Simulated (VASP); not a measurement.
Crystal: Al2O3.

```
CELL_PARAMETERS angstrom
4.61378 0.00000 0.00000
0.00000 9.56328 0.00000
0.00000 0.00000 3.11986
ATOMIC_POSITIONS crystal
Al 0.98298 0.82457 0.00000
Al 0.01702 0.17543 0.00000
Al 0.48297 0.67543 0.50000
Al 0.51702 0.32457 0.50000
O 0.50000 0.50000 0.50000
O 0.12363 0.75305 0.50000
O 0.37637 0.25305 0.00000
O 0.62364 0.74695 0.00000
O 0.00000 0.00000 0.00000
O 0.87636 0.24695 0.50000
```

Measurements of this composition are mostly on another form, of space group No. 167.

Base run:

```yaml
Program: VASP 6.6.1
Functional: PBE
Potentials_or_basis: VASP PAW PBE potentials, release 64 (Al, O)
Cutoff: 520 eV
k_mesh: 5 × 3 × 7
Occupations: fermi-dirac, width 0.05 eV
Spin: no spin polarisation
```

Its results: band gap on the k mesh 3.51 eV, direct; pressure -0.1 GPa; largest force 0.191 eV/Å.

Problem. The run is repeated on the same cell with these changes: functional from PBE to PBEsol. What comes out?

Solution. Band gap on the k mesh 3.42 eV, direct; pressure -2.4 GPa; largest force 0.172 eV/Å.

PBEsol binds more tightly than PBE, so the same cell stands under less pressure.

Caveats: the PAW data sets were made with another functional, which shifts forces and pressure a little (some runs).
